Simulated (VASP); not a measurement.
Consider the following.

```yaml
crystal:
  lattice:
    - [3.66515, 0.00000, 0.00000]
    - [0.00000, 3.66515, 0.00000]
    - [0.00000, 0.00000, 3.66515]
  atoms:
    - { symbol: La, position: [0.00000, 0.00000, 0.00000] }
    - { symbol: Al, position: [0.50000, 0.50000, 0.50000] }
    - { symbol: O, position: [0.50000, 0.00000, 0.50000] }
    - { symbol: O, position: [0.00000, 0.50000, 0.50000] }
    - { symbol: O, position: [0.50000, 0.50000, 0.00000] }
```

The numbers are results of LDA (Ceperley-Alder, Perdew-Zunger), VASP's LDA PAW potentials (set 64) (plane waves; VASP), not measurements. Run with 520 eV cut-off, 6×6×6 Γ-centred mesh, Gaussian smearing of 0.050 eV, potentials La Al O.

**Question.** Give the stress tensor in GPa (positive for a compressed cell).

**Answer.** 
```
15.57   0.00   0.00
 0.00  15.57   0.00
 0.00   0.00  15.57
```
The pressure is its mean diagonal, 15.57 GPa.

The compound is LaAlO3 in the cubic perovskite structure, the ideal cubic form; the compound distorts at low or room temperature. This cell is one point of a volume scan, at 0.94 of the reference volume.
